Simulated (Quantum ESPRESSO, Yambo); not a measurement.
# Quasiparticle gap of GaP (F-43m) in Yambo, part 2 of 3

How does a plane-wave GW calculation on GaP (F-43m) run from the first input to the gap?

Quantum ESPRESSO 7.5 and Yambo 5.3.0; PBE and many-body steps on it, plane waves. Known limits of the many-body steps: not at the basis limit; no spin-orbit coupling; coarse k mesh.

So far. Step 2 (Ground state): The gap is indirect, with the least direct gap 0.16 eV higher. Step 3 (Bands along the symmetry lines): The gap is 1.594 eV, −0.059 eV from the run before at this level.

### Step 4. Empty states on the mesh, 4×4×4 mesh, 104 bands

Level of this step: DFT, PBE, plane waves, norm-conserving pseudopotentials (Quantum ESPRESSO).

The sums over transitions need many empty states on a uniform mesh; this step solves for them.

File pw.in:

```
&control
  calculation = 'nscf'
  prefix = 'x'
  outdir = 'o'
  pseudo_dir = 'pseudo'
/
&system
  ibrav = 0
  nat = 2
  ntyp = 2
  ecutwfc = 104.0
  nbnd = 104
  force_symmorphic = .true.
/
&electrons
  conv_thr = 1e-9
  electron_maxstep = 80
  diago_full_acc = .true.
  diago_thr_init = 5e-6
/
ATOMIC_SPECIES
  Ga 69.723 Ga.upf
  P 30.974 P.upf
CELL_PARAMETERS angstrom
  0.0000000000 2.7252500000 2.7252500000
  2.7252500000 0.0000000000 2.7252500000
  2.7252500000 2.7252500000 0.0000000000
ATOMIC_POSITIONS crystal
  Ga 0.0000000000 0.0000000000 0.0000000000
  P 0.2500000000 0.2500000000 0.2500000000
K_POINTS automatic
  4 4 4 0 0 0
```

Started as:

```sh
$ OMP_NUM_THREADS=1 mpirun -n 8 pw.x -nk 4 -in pw.in > pw.out
```

What it wrote:

```text
[banner, memory and clock lines left out]
Program PWSCF v.7.5 starts

     Atomic positions and unit cell read from directory:
     o/x.save/

     Message from routine setup:
     using ibrav=0 with symmetry is DISCOURAGED, use correct ibrav instead

     bravais-lattice index     =            0
     lattice parameter (alat)  =       7.2832  a.u.
     unit-cell volume          =     273.1780 (a.u.)^3
     number of atoms/cell      =            2
     number of atomic types    =            2
     number of electrons       =        26.00
     number of Kohn-Sham states=          104
     kinetic-energy cutoff     =     104.0000  Ry
     charge density cutoff     =     416.0000  Ry
     Exchange-correlation= PBE
                           (   1   4   3   4   0   0   0)

     celldm(1)=   7.283166  celldm(2)=   0.000000  celldm(3)=   0.000000
     celldm(4)=   0.000000  celldm(5)=   0.000000  celldm(6)=   0.000000

     crystal axes: (cart. coord. in units of alat)
               a(1) = (   0.000000   0.707107   0.707107 )
               a(2) = (   0.707107   0.000000   0.707107 )
               a(3) = (   0.707107   0.707107   0.000000 )

     reciprocal axes: (cart. coord. in units 2 pi/alat)
               b(1) = ( -0.707107  0.707107  0.707107 )
               b(2) = (  0.707107 -0.707107  0.707107 )
               b(3) = (  0.707107  0.707107 -0.707107 )
     Pseudo is Norm-conserving + core correction, Zval = 21.0
     Generated using ONCVPSP code by D. R. Hamann
     Using radial grid of 1902 points,  6 beta functions with:
     Pseudo is Norm-conserving + core correction, Zval =  5.0
     Generated using ONCVPSP code by D. R. Hamann
     Using radial grid of 1298 points,  6 beta functions with:
     Ga               21.00    69.72300     Ga( 1.00)
     P                 5.00    30.97400     P ( 1.00)

     24 Sym. Ops. (no inversion) found

   Cartesian axes

     site n.     atom                  positions (alat units)
         1        Ga     tau(   1) = (   0.0000000   0.0000000   0.0000000  )
         2        P      tau(   2) = (   0.3535534   0.3535534   0.3535534  )

     number of k points=     8
                       cart. coord. in units 2pi/alat
        k(    1) = (   0.0000000   0.0000000   0.0000000), wk =   0.0312500
        k(    2) = (   0.1767767   0.1767767  -0.1767767), wk =   0.2500000
        k(    3) = (  -0.3535534  -0.3535534   0.3535534), wk =   0.1250000
[...]
k(    7) = (  -0.7071068   0.0000000   0.0000000), wk =   0.0937500
        k(    8) = (  -0.7071068   0.3535534   0.0000000), wk =   0.1875000

     Dense  grid:    39189 G-vectors     FFT dimensions: (  48,  48,  48)

     The potential is recalculated from file :
     o/x.save/charge-density

     Starting wfcs are   17 randomized atomic wfcs +   87 random wfcs

     Band Structure Calculation

     End of band structure calculation

          k = 0.0000 0.0000 0.0000 (  4909 PWs)   bands (ev):

  -135.1871 -85.9119 -85.9119 -85.9119  -6.3350  -6.3350  -6.3350  -6.2380
    -6.2380  -4.2883   8.2046   8.2046   8.2046  10.0222  12.0913  12.0913
    12.0913  17.0190  17.9322  17.9322  20.6547  20.6547  20.6547  24.0456
[...]
k = 0.1768 0.1768-0.1768 (  4873 PWs)   bands (ev):

[...]
k =-0.3536-0.3536 0.3536 (  4910 PWs)   bands (ev):

[...]
89.0622  89.0622  90.3732  92.5656  92.7730  92.7730  92.7804  94.3380
    94.3380  94.4618  95.0441  95.0441  98.4182  98.8962  98.8963  99.3249

          k = 0.3536 0.0000 0.0000 (  4865 PWs)   bands (ev):

     [... further k-points ...]

     highest occupied, lowest unoccupied level (ev):     8.2046    9.8577

     XML data file, pseudopotentials, collected wavefunctions
```

It took 5.1 s on 8 MPI ranks of AMD EPYC 7R43, shared host; peak memory 0.61 GiB; 38 s of CPU time.

Numbers from this step:

```
gap                                                           : 1.653 eV
k of the valence top                                          : 0, 0, 0
k of the conduction bottom                                    : 0, -0.5, -0.5
least direct gap                                              : 1.818 eV
k points computed                                             : 8
lowest point of the top converged band, above the valence top : 88.6884 eV
```

On this mesh the gap is 1.653 eV.

### Step 5. Conversion and set-up

This step: Yambo 5.3.0; conversion and set-up on PBE, plane waves, norm-conserving pseudopotentials.

The states are converted to the many-body program's format and the q mesh is built.

Started as:

```sh
$ (cd o/x.save; p2y > p2y.log; mv SAVE ../..); yambo > setup.log
```

What it wrote:

```text
 Yambo, version 5.3.0

 [02] CORE Variables Setup
 =========================

  [02.01] Unit cells
  ==================

  Cell kind             :  FCC
  Atoms in the cell     :  Ga  P
  number of Ga atoms    :  1
  number of P  atoms    :  1

  List of atomic masses
  Mass of Ga    :  69.72300
  Mass of P     :  30.97400

  List of atomic coordinates    : [cc]
  Ga1       :  0.000000  0.000000  0.000000  order 1
  P1       :  2.574988  2.574988  2.574988  order 2

  Alat factors          :  5.149976  5.149976  5.149976 [a.u.]
  Direct lattice volume :  273.1780 [a.u.]
  Direct lattice vectors:  A[ 1 ]  A[ 2 ]  A[ 3 ]
   A[ 1 ]:  0.000000  1.000000  1.000000  [iru]
   0.000000  5.149976  5.149976  [cc]
   A[ 2 ]:  1.000000  0.000000  1.000000  [iru]
   5.149976  0.000000  5.149976  [cc]
   A[ 3 ]:  1.000000  1.000000  0.000000  [iru]
   5.149976  5.149976  0.000000  [cc]

  Recip. lattice volume :  0.908017 [a.u.]
  Recip. lattice vectors:  B[ 1 ]  B[ 2 ]  B[ 3 ]
   B[ 1 ]: -0.500000  0.500000  0.500000  [iku]
  -0.610021  0.610021  0.610021  [cc]
   B[ 2 ]:  0.500000 -0.500000  0.500000  [iku]
   0.610021 -0.610021  0.610021  [cc]
   B[ 3 ]:  0.500000  0.500000 -0.500000  [iku]
   0.610021  0.610021 -0.610021  [cc]

  [02.02] Symmetries
  ==================

  Inversion symmetry    : yes
  Spatial inversion     : no
  Inversion index       :  25
  K-space Time-reversal : yes
  Magnetic symmetries   : no
  Time-reversal derived K-space symmetries:   25   48
  Group table correct   : yes
  Symmetries units      :  [cc]

   [S  1]:   1.0000      0.28077E-16  0.28077E-16  0.28077E-16   1.0000     -0.28077E-16 -0.28077E-16 -0.28077E-16   1.0000
   [S  2]:  -1.0000     -0.28077E-16  0.28077E-16 -0.28077E-16  -1.0000     -0.28077E-16  0.28077E-16  0.28077E-16   1.0000
   [S  3]:  -1.0000      0.28077E-16 -0.28077E-16 -0.28077E-16   1.0000      0.28077E-16  0.28077E-16 -0.28077E-16  -1.0000
[...]
[S  9]:  0.28077E-16   1.0000      0.28077E-16 -0.28077E-16  0.28077E-16   1.0000       1.0000     -0.28077E-16 -0.28077E-16
   [S 10]:  0.28077E-16  -1.0000     -0.28077E-16 -0.28077E-16 -0.28077E-16  -1.0000       1.0000      0.28077E-16  0.28077E-16
     [... 36 further rows ...]
   [S*47]:   1.0000      0.28077E-16 -0.28077E-16  0.28077E-16 -0.28077E-16  -1.0000     -0.28077E-16   1.0000      0.28077E-16
   [S*48]:   1.0000     -0.28077E-16  0.28077E-16  0.28077E-16  0.28077E-16   1.0000     -0.28077E-16  -1.0000     -0.28077E-16

  [02.03] Reciprocal space
  ========================

  nG shells         :   375
  nG charge         :   39189
  nG WFs            :   5904
  nC WFs            :   4916
  G-vecs. in first 37 shells:  [ Number ]
     1    9   15   27   51   59   65   89  113
    137   169   181   229   259   283   307   331   339
    387   411   459   531   537   561   609   645   701
[...]
1139
  ...
[...]
K/Q-points units:
  rlu = crystal or reduced units; cc = cartesian coordinates; iku = interal k-units

  K [1]          [rlu]:  0.000000  0.000000  0.000000
         WF components:   4909
  K [2]          [rlu]:  0.24132E-17  0.24132E-17  0.25000
         WF components:   4873
  K [3]          [rlu]: -0.48265E-17 -0.48265E-17 -0.50000
         WF components:   4910
  K [4]          [rlu]: -0.17252E-17  0.25000      0.25000
         WF components:   4865
  K [5]          [rlu]:  0.10504E-16  0.25000     -0.50000
         WF components:   4893
  [... 2 further k-points ...]
  K [8]          [rlu]:  0.250000 -0.500000 -0.250000
         WF components:   4916

  [02.05] Energies & Occupations
  ==============================

  [X] === General ===
  [X] Electronic Temperature                        :  0.000000  0.000000 [eV K]
  [X] Bosonic    Temperature                        :  0.000000  0.000000 [eV K]
  [X] Finite Temperature mode                       : no
  [X] El. density                                   :  0.64228E+24 [cm-3]
  [X] Fermi Level                                   :  8.204632 [eV]

  [X] === Gaps and Widths ===
  [X] Conduction Band Min                           :  1.653057 [eV]
  [X] Valence Band Max                              :  0.000000 [eV]
  [X] Filled Bands                                  :  13
  [X] Empty Bands                                   :   14  104
  [X] Direct Gap                                    :  1.817541 [eV]
  [X] Direct Gap localized at k                     :  1
  [X] Indirect Gap                                  :  1.653057 [eV]
  [X] Indirect Gap between kpts                     :   1   7
  [X] Last valence band width                       :  3.419265 [eV]
  [X] 1st conduction band width                     :  3.048655 [eV]

  E @ K [1]:  [eV]
  -143.3917  -94.1165  -94.1165  -94.1165  -14.5396  -14.5396  -14.5396  -14.4426
   -14.4426     -12.4929    -0.366805E-8 -0.185212E-8   0.00000      1.81754      3.88663      3.88663
    3.88663   8.81441   9.72756   9.72756  12.45007  12.45007  12.45007  15.84095
[...]
occ @ K [1]
[...]
E @ K [2]:  [eV]
[...]
occ @ K [2]
[...]
E @ K [3]:  [eV]
[...]
occ @ K [3]
[...]
E @ K [4]:  [eV]
[...]
occ @ K [4]
[...]
E @ K [5]:  [eV]
[...]
occ @ K [5]
[...]
[... 2 further k-points ...]
  E @ K [8]:  [eV]
[...]
occ @ K [8]
[...]
0.000000  0.000000  0.000000  0.000000  0.000000  0.000000  0.000000  0.000000
   0.000000  0.000000  0.000000  0.000000  0.000000  0.000000  0.000000  0.000000

 [03] Transferred momenta grid and indexing
 ==========================================

 IBZ Q-points                                      :   8
 BZ  Q-points                                      :   64

 K/Q-points units:
 rlu = crystal or reduced units; cc = cartesian coordinates; iku = interal k-units

 Q [1]          [rlu]:  0.000000  0.000000  0.000000
 Q [2]          [rlu]: -0.25926E-17 -0.25926E-17  0.25000
 Q [3]          [rlu]:  0.51853E-17  0.51853E-17 -0.50000
[...]
Q [7]          [rlu]:  0.34504E-17 -0.50000     -0.50000
 Q [8]          [rlu]:  0.250000 -0.500000 -0.250000

  [03.01] X indexes
  =================

   [03.01.01] Sigma indexes
   ========================

 [06] Game Over & Game summary
```

It took 4.3 s on 1 MPI rank; peak memory 0.25 GiB.

[end of part 2 of 3]

[Paths, hosts, dates, memory and timing lines, banners, echoed tables and standing remarks are left out of the program output.]

[Logs are printed without paths, hosts, clocks, repeated set-up lines and the standing remarks that a program may print on its own settings, such as how far it seeks lower states.]

[Runs of the session that timed out or met a known fault of the program may be left out.]

[Hosts, paths, dates, database ids (printed as entryN), source tags and the programs' standing remarks are cut or masked in the printed files.]
